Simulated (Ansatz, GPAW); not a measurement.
This is a calculation of Pt for GPAW 26.7.0 (ASE script). This isn't the form of Pt at room conditions, which is fcc.

File run.py:

```python
from ase import Atoms
from ase.dft.bandgap import bandgap
from ase.io import write
from ase.units import GPa
from gpaw import GPAW, PW, setup_paths

setup_paths.insert(0, '.')

atoms = Atoms(['Pt', 'Pt'],
              cell=[[2.7606656158, 0.0, 0.0],
                    [-1.3803328079, 2.3908065546, 0.0],
                    [0.0, 0.0, 4.792134]],
              scaled_positions=[[0.3333333333, 0.6666666667, 0.25],
                                [0.6666666667, 0.3333333333, 0.75]],
              pbc=True)

calc = GPAW(mode=PW(600),
            xc='PBEsol',
            kpts={'size': (11, 11, 6), 'gamma': True},
            occupations={'name': 'fermi-dirac', 'width': 0.05},
            nbands=29,
            convergence={'density': 1e-05, 'energy': 1e-05},
            maxiter=150,
            txt='gpaw.txt')
atoms.calc = calc
energy = atoms.get_potential_energy()
forces = atoms.get_forces()
stress = atoms.get_stress()
calc.write('gs.gpw')
write('result.traj', atoms)
print(f'Energy: {energy:.6f} eV')
print('Forces (eV/A):')
print(forces.round(4))
print('Stress (GPa):', (stress / GPa).round(3))
print('Fermi level:', round(calc.get_fermi_level(), 4), 'eV')
print(f'Gap: {bandgap(calc)[0]:.4f} eV, direct: {bandgap(calc, direct=True)[0]:.4f} eV')
```

Potentials or basis: PAW data sets generated in the run's folder for this functional, pw.

Command:

```console
$ gpaw-setup -f PBEsol Pt
$ OMP_NUM_THREADS=1 python run.py
```

Question: Translate it to Ansatz 0.2.0. Potentials or basis there: Ansatz PAW, cutoff 420 eV.

Answer: As run (cutoffs and basis follow the program's own potentials, and thresholds, step limits or extra output files can differ):

The input input.yaml:

```yaml
crystal:
  lattice:
    - [2.7606656158, 0.0, 0.0]
    - [-1.3803328079, 2.3908065546, 0.0]
    - [0.0, 0.0, 4.792134]
  atoms:
    - { symbol: Pt, position: [0.3333333333, 0.6666666667, 0.25] }
    - { symbol: Pt, position: [0.6666666667, 0.3333333333, 0.75] }
hamiltonian:
  xc: pbesol
  pseudopotentials: { kind: paw }
kpoints:
  mp_grid: { grid: [11, 11, 6] }
scf:
  occupations: { method: fermi_dirac, width: 0.05 }
output:
  forces: true
  stress: true
  eigenvalues: true
```

Potentials or basis: Ansatz PAW.

The run is started by

```bash
$ ansatz run input.yaml --threads 1 --pin off --max-ram 3584MiB --backend cpu --events-out ev --progress --plain --runs-dir out
```

Both were run:

|  | GPAW | Ansatz |
| --- | --- | --- |
| Pressure | -10.7 GPa | -10.6 GPa |

Ansatz's pressure holds a Pulay term of +0.06 GPa for its cutoff of 420 eV, which the other run lacks.

The potentials hold 32 and 36 valence electrons a cell.

Ansatz's potentials were made for PBE.

Where Ansatz's input types no cutoff or centring, it takes its own default and a Γ-centred mesh.

The cell lies far from this level's equilibrium.

Pressure is positive in compression.
